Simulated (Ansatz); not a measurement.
# WS2 (P4/mmm) in Ansatz: a series of runs

One crystal, WS2, is run at these levels: PBE; tasks: density of states, electric field gradients.

All numbers are computed with Ansatz 0.2.0; they aren't measurements. Logs are shortened: lines on timing, memory, paths and dates and some standing lists are left out, and cuts for length are marked.

**1. Starting point**

Symmetry: P4/mmm, No. 123, tetragonal system. Conventional cell: a = 2.592 Å, b = 2.592 Å, c = 9.234 Å, α = 90.00°, β = 90.00°, γ = 90.00°. W (site symmetry 4/mmm) has 2 S at 2.45 Å and 4 W at 2.59 Å as nearest neighbours. S (site symmetry 4mm) has 1 W at 2.45 Å and 4 S at 2.59 Å as nearest neighbours.

The cell was built by a generator and needn't be a form met in nature.

**2. Density of states, PBE**

input.yaml reads:

```yaml
crystal:
  lattice:
    - [2.59173, 0.0, 0.0]
    - [0.0, 2.59173, 0.0]
    - [0.0, 0.0, 9.23417]
  atoms:
    - { symbol: W, position: [0.5, 0.5, 0.5] }
    - { symbol: S, position: [0.5, 0.5, 0.76566] }
    - { symbol: S, position: [0.5, 0.5, 0.23434] }
kpoints:
  mp_grid: { grid: [10, 10, 3] }
scf:
  occupations: { method: fermi_dirac, width: 0.05 }
hamiltonian:
  xc: pbe
  pseudopotentials: { kind: all_electron, datasets: crystal }
output:
  forces: true
  stress: true
  eigenvalues: true
  dos: { projected: false, de: 0.1, e_range: [-10, 8] }
  elf: true
  volumetric_format: npy
```

Potentials or basis: all-electron PAW datasets made for the crystal.

Launch:

```
$ ansatz run input.yaml --threads 2 --pin off --max-ram 6144MiB --backend cpu --events-out ev --progress --plain --runs-dir out
```

What it wrote:

```text
Warning: RAYON_NUM_THREADS=2 ignored (pool sized by the plan → 2); use --threads N
hamiltonian.pseudopotentials.datasets: crystal makes datasets for this crystal and solves the spheres of its atoms anew in each pass: cutoff 280.0 eV, the density's 1120.0 eV; for an error of 0.50 meV an atom under PBE, 1.5 meV for the cell; an energy difference from a run of another recipe may be off by several times the error for the cell, under r2SCAN by more, where some 0.1 meV an atom stays at smaller errors; S in spheres of 1.154 Å, 6 of its electrons in bands; W in spheres of 1.291 Å, 14 of its electrons in bands, 14 on its site; only band paths and densities of states list, in semicore columns, the levels of the semicore shells that are solved separately: 4f of W
band count auto-derived: 19 (N_el = 26.0; filled up to band 13; 17 by the electrons, moments and atoms)
Engine: ansatz 0.2.0, x86_64-unknown-linux-gnu
Pseudopotentials: kind: all_electron
Pseudopotential: W, paw, valence charge 28, recommended cutoff 280 eV (normal), crystal/all_electron/pbe/scalar/gaussian/W, Koelling and Harmon's equation, gaussian nucleus
Pseudopotential: S, paw, valence charge 6, recommended cutoff 280 eV (normal), crystal/all_electron/pbe/scalar/gaussian/S, Koelling and Harmon's equation, gaussian nucleus
Functional definition: PBE
  parameter kappa = 0.804
  parameter beta = 0.06672455060314922
  exchange = pbe_x(kappa = kappa, mu = beta*pi^2/3)
  correlation = pbe_c(beta = beta)
Crystal: 3 atoms, lattice volume = 62.027 Å³
Basis set: ecut = 280 eV, 653 PW (Γ), exchange–correlation on 30×30×108 points (8 copies of the dense FFT grid, shifted against one another)
Bands: 19, of which v1, the nominal top of the filled ones, is band 13 counted from 1 (12 counted from 0)
Symmetry: 16 space group operations
Space group: P4/mmm (ITA 123), of the structure as read, at distance tolerance 4.0e-5 Å
k-points: 42 of 300
Non-local potential: W, projectors of the file, l = 0: 2, l = 1: 2, l = 2: 2
Non-local potential: S, projectors of the file, l = 0: 1, l = 1: 1, l = 2: 2
PAW form: soft (Blöchl's): semilocal exchange-correlation on the pseudo side does not see the compensation charge
PAW one-centre angular grid: W, 590 points (default); XC on its mesh's 1801 points in the sphere
PAW one-centre angular grid: S, 110 points (default); XC on its mesh's 1931 points in the sphere
Initial density: superposition of atomic densities (neutral atoms: chi_scale 0, normalization atom)
Initial wavefunctions: pseudopotential atomic-orbital guess
Functional: x = pbe(κ = 0.804, μ = 0.2195149727645171), c = pbe(β = 0.06672455060314922)
iter 1 solved again at ethr=6.27e-3 eV; its pass at ethr=1.00e-1 eV (dr2=1.63e0 eV) is discarded
SCF iter   1: F=—  HF=-460926.450979 eV  |F-HF|=—  |Δ(HF+E_count)|=         —  Δρ=5.35e-2  dr2=1.62e0  ethr=6.27e-3  ⟨swp⟩=3.7  Hψ=4385  notcnv=0
preconditioner: auto → LDOS  [metal: Δε(μ)=0.081 eV  Ē_g=9.065 eV  σ=0.050 eV  W_gap=0.36  n_scr=6 (ndim 8)  ℏωp=20.0 eV  f_vac=0.113  D(μ)=1.63/eV (n_scr^D=6)  β→1.0]
SCF iter   2: F=—  HF=-460926.014122 eV  |F-HF|=—  |Δ(HF+E_count)|=   4.37e-1  Δρ=1.88e-2  dr2=3.96e-1  ethr=6.24e-3  ⟨swp⟩=3.4  Hψ=2147  notcnv=0  defer=3
iter 3 solved again at ethr=1.41e-4 eV; its pass at ethr=1.52e-3 eV (dr2=3.66e-2 eV) is discarded
SCF iter   3: F=—  HF=-460925.985870 eV  |F-HF|=—  |Δ(HF+E_count)|=   2.83e-2  Δρ=6.79e-3  dr2=3.66e-2  ethr=1.41e-4  ⟨swp⟩=2.1  Hψ=3739  notcnv=0  defer=4
SCF iter   4: F=—  HF=-460925.977437 eV  |F-HF|=—  |Δ(HF+E_count)|=   8.43e-3  Δρ=2.38e-3  dr2=4.64e-3  ethr=1.41e-4  ⟨swp⟩=3.1  Hψ=1933  notcnv=0  defer=4
SCF iter   5: F=—  HF=-460925.977859 eV  |F-HF|=—  |Δ(HF+E_count)|=   4.22e-4  Δρ=8.27e-4  dr2=3.45e-4  ethr=1.79e-5  ⟨swp⟩=3.0  Hψ=1509  notcnv=0  defer=3
SCF iter   6: F=—  HF=-460925.977859 eV  |F-HF|=—  |Δ(HF+E_count)|=   2.31e-7  Δρ=2.43e-4  dr2=4.36e-5  ethr=1.33e-6  ⟨swp⟩=2.2  Hψ=1757  notcnv=0  defer=2
SCF iter   7: F=—  HF=-460925.977799 eV  |F-HF|=—  |Δ(HF+E_count)|=   5.96e-5  Δρ=8.23e-5  dr2=3.29e-6  ethr=1.68e-7  ⟨swp⟩=3.0  Hψ=1567  notcnv=0  defer=1
SCF iter   8: F=—  HF=-460925.977799 eV  |F-HF|=—  |Δ(HF+E_count)|=   2.30e-7  Δρ=1.45e-5  dr2=1.62e-7  ethr=1.27e-8  ⟨swp⟩=2.9  Hψ=1426  notcnv=0
SCF iter   9: F=-460925.977799 eV  HF=-460925.977799 eV  |F-HF|=8.15e-9  |Δ(HF+E_count)|=   2.64e-8  Δρ=2.47e-6  dr2=5.32e-9  ethr=6.21e-10  ⟨swp⟩=3.0  Hψ=1578  notcnv=0
SCF 1 converged in 9 iterations: F = -460925.977800 eV  dr2 = 5.32e-9
  Residual-converged pass: ⟨swp⟩=3.3  Hψ=1766  notcnv=0  max |occ|·‖R‖ = 6.4e-6 eV (tolerance 6.5e-6 eV)  dr2=5.45e-9  dr2_onsite=8.18e-9  max |Δocc| = 2.7e-9
SCF converged after 9 iterations
Free energy (F): -460925.977800 eV
Harris-Foulkes:  -460925.977800 eV  (|F-HF|=8.15e-9)
Internal energy: -460925.958369 eV  (E = F + TS)
E sigma→0 (E₀):  -460925.968085 eV
Entropy (-TS):   -0.019431 eV (-6.477 meV/atom)
Past the cutoff: the bands carry plane waves up to 1.75 times it, of which those up to 1.5 times it add -0.000199 eV an atom, each by itself; the spheres take 0.000129 eV an atom off the energy for waves past 1.75 times it
By the cutoff:   a pressure is off by up to 0.005 GPa (1.2 times the spheres' own share and the shells' term, over an atom's volume, and 0.004 GPa: a bound that held against runs at twice the plane waves)
Past the cutoffs: a stress includes 0.0009 GPa for waves and charges beyond them, in addition to the slope of what the spheres take
In the spheres:  the bands' charges fall short by 1.1e-6 e at most (sound up to 1e-3), those of shells solved beside the bands by 7.5e-7 e (sound up to 5e-4)
Fermi energy:    11.440483 eV
--- Per-component energies (eV) ---
  E_band       = -174.485954
  E_kinetic    = 472.670629
  E_local      = -14159.977163  (includes V_loc(G=0)·N_el)
  E_nonlocal   = 92.424495
  E_hartree    = 6939.428211
  E_xc         = -254.438272
  E_vxc        = -322.710100  (∫ρ·V_xc dr)
  E_paw        = -470010.208772  (= ΣΔE_a)
  E_vpaw       = -18067.791267  (= ΣTr[D̂ρ^β])
  E_ewald      = -1937.904945
  E_smearing   = -0.019431  (= −TS)
  E_closure    = 17932.047448  (closes the sum)
  Σ components = -460925.977800   (vs F -460925.977800, Δ=0.00e0)
  The terms above E_closure are by the made datasets' own strengths, without shells solved beside the bands.
--- Forces (eV/Å), atoms counted from 1 ---
  atom   1  W      0.00000000     0.00000000     0.00000000
  atom   2  S      0.00000000     0.00000000     0.04412432
  atom   3  S      0.00000000     0.00000000    -0.04412432
  max |Σ_I F_I| component: 2.21e-29 eV/Å
--- Stress (GPa, compression-positive) ---
        0.812567       0.000000       0.000000
        0.000000       0.812567       0.000000
        0.000000       0.000000       0.534440
  P = ⅓ Tr σ = 0.7199 GPa (7.199 kbar)
  It holds what live shells' own plane waves past their cutoff add
--- Band table (eV; the first three rows and the last of 42) ---
  k-point 0: bands = ["-62.2893", "-26.7477", "-25.7986", "-25.7986", "-4.1797", "-3.8739", "4.2937", "6.4537", "6.8172", "7.6769", "12.9783", "12.9783", "13.6814", "13.7981", "13.7981", "15.4397", "15.4397"]
  k-point 1: bands = ["-62.2893", "-26.7477", "-25.7986", "-25.7986", "-4.1615", "-3.8951", "4.3779", "6.4524", "6.6449", "7.6769", "12.9748", "12.9748", "13.8058", "13.8058", "14.4583", "15.4337", "15.4337"]
  k-point 2: bands = ["-62.2783", "-26.7316", "-25.9462", "-25.7861", "-4.0051", "-3.7030", "4.5654", "6.6873", "6.9396", "8.0015", "11.6809", "12.4009", "13.0761", "13.8635", "13.9064", "14.3673", "15.5119"]
  k-point 41: bands = ["-62.0595", "-27.0433", "-27.0433", "-26.4183", "1.2433", "1.6278", "6.3593", "6.3593", "6.6443", "6.8120", "6.8120", "9.2106", "10.6400", "10.6400", "11.0094", "15.2251", "15.8069"]
```

dos.tsv:

```text
# E-E_F[eV]	g_bin_mean(E)[states/eV]	N(E)	semicore_g_bin_mean(E)[states/eV]	semicore_N(E)
# format = ansatz-dos/2
# fermi_ev = 11.440483
# fermi_mp_grid = 10 10 3
# fermi_mp_shift = 0 0 0
[... 4 lines left out ...]
-10.000000	7.027198e-2	1.199325e1	0.000000e0	1.400000e1
-9.900000	3.367719e-2	1.199845e1	0.000000e0	1.400000e1
-9.800000	3.272139e-3	1.200000e1	0.000000e0	1.400000e1
-9.700000	0.000000e0	1.200000e1	0.000000e0	1.400000e1
-9.600000	0.000000e0	1.200000e1	0.000000e0	1.400000e1
-9.500000	0.000000e0	1.200000e1	0.000000e0	1.400000e1
[... 173 lines left out ...]
7.900000	3.586611e-1	3.791788e1	0.000000e0	1.400000e1
8.000000	2.600954e-1	3.794858e1	0.000000e0	1.400000e1
```

It took 7.6 s on 2 threads of AMD EPYC 7R43 (Zen 3), shared host; peak memory 0.79 GiB.

What came out:

```
Free energy            : -460925.9778 eV
Pressure               : 0.7 GPa
Largest force          : 0.044 eV/Å
Band gap on the k mesh : none (metal or under the smearing width)
```

Forces in eV/Å, atoms in the order of the input:
```
W    0.000  0.000  0.000
S    0.000  0.000  0.044
S    0.000  0.000 -0.044
```

Stress tensor (GPa, compression positive):
```
0.81 0.00 0.00
0.00 0.81 0.00
0.00 0.00 0.53
```

States per cell in windows of 1 eV (zero at the Fermi level; states under -8 eV left out):
| from (eV) | total |
| --- | --- |
| -8.0 | 0.02 |
| -7.0 | 0.90 |
| -6.0 | 1.50 |
| -5.0 | 2.53 |
| -4.0 | 2.45 |
| -3.0 | 2.60 |
| -2.0 | 1.68 |
| -1.0 | 2.05 |
| 0.0 | 1.92 |
| 1.0 | 1.66 |
| 2.0 | 2.18 |
| 3.0 | 1.66 |
| 4.0 | 1.94 |
| 5.0 | 1.01 |
| 6.0 | 0.89 |
| 7.0 | 0.95 |

Caveat: the program warned that the printed levels may be off, so bands, gaps and densities of states are rough; this functional lacks dispersion, which binds the layers, so the pressure and a relaxed spacing across them are unreliable.

**3. Electric field gradients, PBE**

input.yaml: that of step 2 with these lines changed.

```diff
@@ -20,4 +20,2 @@
   eigenvalues: true
-  dos: { projected: false, de: 0.1, e_range: [-10, 8] }
-  elf: true
-  volumetric_format: npy
+  efg: {}
```

Potentials or basis: all-electron PAW datasets made for the crystal.

Launch:

```
$ ansatz run input.yaml --threads 2 --pin off --max-ram 6144MiB --backend cpu --events-out ev --progress --plain --runs-dir out
```

What it wrote:

```text
Warning: RAYON_NUM_THREADS=2 ignored (pool sized by the plan → 2); use --threads N
hamiltonian.pseudopotentials.datasets: crystal makes datasets for this crystal and solves the spheres of its atoms anew in each pass: cutoff 280.0 eV, the density's 1120.0 eV; for an error of 0.50 meV an atom under PBE, 1.5 meV for the cell; an energy difference from a run of another recipe may be off by several times the error for the cell, under r2SCAN by more, where some 0.1 meV an atom stays at smaller errors; S in spheres of 1.154 Å, 6 of its electrons in bands; W in spheres of 1.291 Å, 14 of its electrons in bands, 14 on its site; only band paths and densities of states list, in semicore columns, the levels of the semicore shells that are solved separately: 4f of W
band count auto-derived: 19 (N_el = 26.0; filled up to band 13; 17 by the electrons, moments and atoms)
W: output.efg is read without spin–orbit coupling, which moves field gradients at and beside such atoms by some per cent and up to a factor of two; PAW files take it under magnetization.noncollinear and magnetization.spin_orbit
[... 2 set-up lines as earlier in the session ...]
[... 74 lines left out ...]
  atom   1  W  V_zz =   -13.873346   η = 0.0000   by run symmetry: allowed
            electrostatic potential = -14804.082292 V   contact ρ = 8817786.105811 e/Å³
  atom   2  S  V_zz =   -15.938419   η = 0.0000   by run symmetry: allowed
            electrostatic potential = -1635.182711 V   contact ρ = 19797.349440 e/Å³
  atom   3  S  V_zz =   -15.938419   η = 0.0000   by run symmetry: allowed
            electrostatic potential = -1635.182711 V   contact ρ = 19797.349440 e/Å³
--- Band table (eV; the first three rows and the last of 42) ---
  k-point 0: bands = ["-62.2893", "-26.7477", "-25.7986", "-25.7986", "-4.1797", "-3.8739", "4.2937", "6.4537", "6.8172", "7.6769", "12.9783", "12.9783", "13.6814", "13.7981", "13.7981", "15.4397", "15.4397"]
  k-point 1: bands = ["-62.2893", "-26.7477", "-25.7986", "-25.7986", "-4.1615", "-3.8951", "4.3779", "6.4524", "6.6449", "7.6769", "12.9748", "12.9748", "13.8058", "13.8058", "14.4583", "15.4337", "15.4337"]
  k-point 2: bands = ["-62.2783", "-26.7316", "-25.9462", "-25.7861", "-4.0051", "-3.7030", "4.5654", "6.6873", "6.9396", "8.0015", "11.6809", "12.4009", "13.0761", "13.8635", "13.9064", "14.3673", "15.5119"]
  k-point 41: bands = ["-62.0595", "-27.0433", "-27.0433", "-26.4183", "1.2433", "1.6278", "6.3593", "6.3593", "6.6443", "6.8120", "6.8120", "9.2106", "10.6400", "10.6400", "11.0094", "15.2251", "15.8069"]
```

Run time: 10 s. Hardware: 2 threads of AMD EPYC 7R43 (Zen 3), shared host; peak memory 0.78 GiB.

Results:

```yaml
Free_energy: -460925.9778 eV
Pressure: 0.7 GPa
Largest_force: 0.044 eV/Å
Band_gap_on_the_k_mesh: none (metal or under the smearing width)
```

Forces on the atoms (eV/Å):
```
W    0.000  0.000  0.000
S    0.000  0.000  0.044
S    0.000  0.000 -0.044
```

Caveat: this functional lacks dispersion, which binds the layers, so the pressure and a relaxed spacing across them are unreliable. The run has no spin-orbit coupling, so splittings on W are missing.

**4. Density of states, PBE**

input.yaml: that of step 3 with these lines changed.

```diff
@@ -20,2 +20,2 @@
   eigenvalues: true
-  efg: {}
+  dos: { projected: false, de: 0.2, e_range: [-14, 8] }
```

Launch:

```
$ ansatz run input.yaml --threads 2 --pin off --max-ram 6144MiB --backend cpu --events-out ev --progress --plain --runs-dir out
```

Run time: 7.4 s. Hardware: 2 threads of AMD EPYC 7R43 (Zen 3), shared host; peak memory 0.79 GiB.

The run converged. Its results:

```yaml
Free_energy: -460925.9778 eV
Pressure: 0.7 GPa
Largest_force: 0.044 eV/Å
Band_gap_on_the_k_mesh: none (metal or under the smearing width)
```

Forces in eV/Å, atoms in the order of the input:
```
W    0.000  0.000  0.000
S    0.000  0.000  0.044
S    0.000  0.000 -0.044
```

Stress tensor (GPa, compression positive):
```
0.81 0.00 0.00
0.00 0.81 0.00
0.00 0.00 0.53
```

Levels at points of the mesh, in eV from the Fermi level:
```
             k point  band 11  band 12  band 13  band 14  band 15  band 16
  (0.00, 0.00, 0.00)     1.54     1.54     2.24     2.36     2.36     4.00
 (0.00, -0.50, 0.00)    -2.27    -2.27     1.62     1.68     2.71     3.80
(-0.50, -0.50, 0.00)    -4.64    -2.30    -0.79    -0.79    -0.31     3.84
```

States per cell in windows of 1 eV (zero at the Fermi level; states under -8 eV left out):
```tsv
from (eV)	total
-8.0	0.04
-7.0	0.94
-6.0	1.51
-5.0	2.57
-4.0	2.47
-3.0	2.54
-2.0	1.70
-1.0	2.04
0.0	1.89
1.0	1.74
2.0	2.12
3.0	1.70
4.0	1.89
5.0	0.96
6.0	0.93
7.0	0.89
```

Caveat: the program warned that the printed levels may be off, so bands, gaps and densities of states are rough; this functional lacks dispersion, which binds the layers, so the pressure and a relaxed spacing across them are unreliable.
